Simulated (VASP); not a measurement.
KCl, 2 atoms in the cell. Symmetry: I4/mmm, No. 139, tetragonal system. The conventional cell has a = 4.270 Å, b = 4.270 Å, c = 6.357 Å, α = 90.00°, β = 90.00°, γ = 90.00°. Around K (site symmetry 4/mmm) lie 6 Cl at 3.02 to 3.18 Å. Cl (site symmetry 4/mmm) is surrounded by 6 K at 3.02 to 3.18 Å. The cell was built by a generator and needn't be a form met in nature. The cell isn't the ideal one: epitaxial_xy strain -4.0%.

- Program: VASP 6.6.1
- Task: single point
- Functional: PBE
- Potentials or basis: VASP PAW PBE potentials, release 64 (K_sv, Cl)
- Cutoff: 520 eV
- k mesh: 8 × 8 × 8
- Occupations: fermi-dirac, width 0.02 eV
- Spin: no spin polarisation
- Dipole correction: no
- Further INCAR settings: ALGO = Normal; EDIFF = 1e-06; NBANDS = 15

Potentials or basis: VASP PAW PBE potentials, release 64 (K_sv, Cl).

Command:

```sh
$ cat potpaw_PBE.64/K_sv/POTCAR potpaw_PBE.64/Cl/POTCAR > POTCAR
$ mpirun -np 1 vasp_std > vasp.out
```

Hardware: 1 thread of Intel(R) Xeon(R) 6975P-C (Granite Rapids), with other jobs on the host.

How long does it take, and how much memory?

Run time: 39 s on 1 thread of Intel(R) Xeon(R) 6975P-C (Granite Rapids) (shared host), peak memory 0.19 GiB. Counts: scf iterations 13, k points 59.
